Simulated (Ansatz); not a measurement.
**ZrO2: single point with PBE**

The system is ZrO2.

```
CELL_PARAMETERS angstrom
0.00000 2.54507 2.54507
2.54507 0.00000 2.54507
2.54507 2.54507 0.00000
ATOMIC_POSITIONS crystal
Zr 0.00000 0.00000 0.00000
O 0.75000 0.75000 0.75000
O 0.25000 0.25000 0.25000
```

Measurements of this composition are mostly on another form, of space group No. 14.

| Property | Result |
| --- | --- |
| Program | Ansatz 0.2.0 |
| Task | single point |
| Functional | PBE |
| Potentials or basis | Ansatz PAW |
| Cutoff | 420 eV (not typed: the program's choice for these potentials) |
| k mesh | 9 × 9 × 9 |
| Occupations | gaussian, width 0.021 eV |
| Spin | no spin polarisation |

```json
{
 "Pressure": "3.7 GPa",
 "Band gap on the k mesh": "3.41 eV, indirect (least direct gap 3.89 eV)"
}
```

Levels at points of the mesh, in eV from the valence-band top:
```tsv
k point	band 8	band 9	band 10	band 11	band 12	band 13	band 14	band 15	band 16
(0.00, 0.00, 0.00)	-5.18	-5.18	-0.48	-0.48	-0.48	3.41	3.41	6.63	9.41
```

Run time: 0.51 s on 2 threads of AMD EPYC 9R45 96-Core Processor (Zen 5), on a shared host, peak memory 0.37 GiB.

Caveat: odd divisions of the mesh miss points on the zone boundary, where band edges often lie, so the gap on the mesh can be too wide; the pressure holds a Pulay correction of +0.7 GPa for the finite cutoff. A k mesh can miss the band edges.
